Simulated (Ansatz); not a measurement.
Crystal: Sn.

```
Sn
1.0
     0.00000    3.23334    3.23334
     3.23334    0.00000    3.23334
     3.23334    3.23334    0.00000
Sn
2
Direct
  0.75000 0.75000 0.75000
  0.50000 0.50000 0.50000
```

This isn't the form of Sn at room conditions, which is tetragonal (white tin).

- Program: Ansatz 0.2.0
- Task: relaxation of cell and atoms
- Functional: revPBE
- Dispersion: D3(BJ)
- Potentials or basis: Ansatz PAW
- Cutoff: 420 eV (not typed: the program's choice for these potentials)
- k mesh: 7 × 7 × 7
- Occupations: fermi-dirac, width 0.05 eV
- Spin: no spin polarisation

At the start: volume 33.80 Å³/atom.

**Question.** Where does the relaxation end?

**Answer.** It ends after 5 steps and the volume is 35.21 Å³/atom (+4.2 %); space group Fd-3m (No. 227, to 0.05 Å).

The path:
```tsv
step	energy change (eV)	largest force (eV/Å)	volume (Å³)
1	0.0000	0.0000	67.61
2	-0.0100	0.0000	72.02
3	-0.0145	0.0000	70.56
4	-0.0146	0.0000	70.42
5	-0.0151	0.0000	70.42
```

Final structure:
```
CELL_PARAMETERS angstrom
0.00000 3.27753 3.27753
3.27753 0.00000 3.27753
3.27753 3.27753 0.00000
ATOMIC_POSITIONS crystal
Sn 0.75000 0.75000 0.75000
Sn 0.50000 0.50000 0.50000
```

Caveat: the plane-wave basis is chosen anew once the cell has moved, so the energies of steps on either side of that aren't comparable; the PAW data sets come from PBE, with cores solved anew for the run's functional, which leaves a small shift of forces and pressure.
